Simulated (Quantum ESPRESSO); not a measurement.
Rb: phonon dispersion with PBEsol

Rb:

```
Rb
1.0
    -2.80250    2.80250    2.80250
     2.80250   -2.80250    2.80250
     2.80250    2.80250   -2.80250
Rb
1
Direct
  0.00000 0.00000 0.00000
```

```
Program             : Quantum ESPRESSO 7.5
Task                : phonon dispersion
Functional          : PBEsol
Potentials or basis : PseudoDojo 0.4.1 SR PBEsol standard
Cutoff              : 626 eV
Density cutoff      : 2503 eV
k mesh              : 8 × 8 × 8
Occupations         : cold, width 0.2 eV
Spin                : no spin polarisation
Mixing beta         : 0.5
Most SCF iterations : 120
SCF threshold       : 2e-10 Ry
q mesh              : 2 × 2 × 2
```

| Quantity | Value |
| --- | --- |
| Relaxed volume | 86.50 Å³/atom |
| Relaxed cell | a = 4.826 Å, b = 4.826 Å, c = 4.826 Å, α = 109.47°, β = 109.47°, γ = 109.47° |
| Space group after relaxing (to 0.05 Å) | Im-3m (No. 229) |
| Pressure after relaxing | 0.0 GPa |
| Band gap on the k mesh | none (metal or under the smearing width) |
| Highest phonon frequency | 49 cm⁻¹ |
| Zero-point energy | 0.006 eV/atom |

The path:
| step | energy change (eV) | largest force (eV/Å) | pressure (GPa) | volume (Å³) |
| --- | --- | --- | --- | --- |
| 1 | 0.0000 | 0.0000 | -0.05 | 88.04 |
| 2 | 0.0000 | 0.0000 | -0.05 | 88.02 |
| 3 | 0.0000 | 0.0000 | -0.05 | 87.99 |
| 4 | 0.0000 | 0.0000 | -0.05 | 87.93 |
| 5 | -0.0001 | 0.0000 | -0.05 | 87.86 |
| 6 | -0.0001 | 0.0000 | -0.04 | 87.74 |
| 7 | -0.0001 | 0.0000 | -0.04 | 87.56 |
| 8 | -0.0002 | 0.0000 | -0.03 | 87.30 |
| 9 | -0.0002 | 0.0000 | -0.01 | 86.91 |
| 10 | -0.0003 | 0.0000 | 0.00 | 86.50 |
| 11 | -0.0003 | 0.0000 | 0.00 | 86.50 |

Final structure:
```yaml
crystal:
  lattice:
    - [-2.78607, 2.78607, 2.78607]
    - [2.78607, -2.78607, 2.78607]
    - [2.78607, 2.78607, -2.78607]
  atoms:
    - { symbol: Rb, position: [0.00000, 0.00000, 0.00000] }
```

Levels at points of the mesh, in eV from the Fermi level:
```csv
k point,band 2,band 3,band 4,band 5,band 6,band 7
"(0.00, 0.00, 0.00)",-12.90,-12.90,-12.90,-2.07,3.70,3.70
"(0.00, 0.00, -0.50)",-13.01,-12.93,-12.90,0.20,0.79,2.57
"(-0.50, -0.50, -0.50)",-12.98,-12.98,-12.98,1.21,1.21,3.35
```

Phonon frequencies in cm⁻¹ (negative: imaginary):
| q point | frequencies |
| --- | --- |
| (0.000, 0.000, 0.000) | 0 0 0 |
| (0.219, -0.219, 0.219) | 27 27 32 |
| (0.438, -0.438, 0.438) | 44 44 45 |
| (0.273, -0.273, 0.500) | 34 39 47 |
| (0.000, 0.000, 0.458) | -1 29 48 |
| (0.000, 0.000, 0.167) | 0 15 24 |
| (0.050, 0.050, 0.050) | 7 7 19 |
| (0.167, 0.167, 0.167) | 23 23 43 |
| (0.283, 0.150, 0.283) | 25 37 37 |
| (0.400, -0.200, 0.400) | 30 44 44 |
| (0.250, 0.250, 0.250) | 33 33 33 |
| (0.056, 0.056, 0.444) | 8 30 48 |

Phonon frequencies at the corners of the path (cm⁻¹, interpolated; i marks imaginary ones):
```tsv
point	frequencies
Γ	0 0 0
H	45 45 45
N	1i 29 49
P	33 33 33
```

Harmonic thermodynamics per atom at this volume (zero-point energy 5.6 meV, Debye temperature from the second moment 61 K):
```csv
T (K),free energy (meV),entropy (k_B),heat capacity Cv (k_B)
50,-2.8,3.86,2.79
100,-24.2,5.86,2.95
200,-84.6,7.92,2.99
298.15,-157.0,9.12,2.99
500,-330.2,10.67,3.00
800,-625.6,12.08,3.00
```

It took 12 min on 1 thread of Arm Neoverse N1 (shared host), peak memory 0.09 GiB.

Caveat: the q mesh is small, so phonon branches between its points and thermal values are rough.
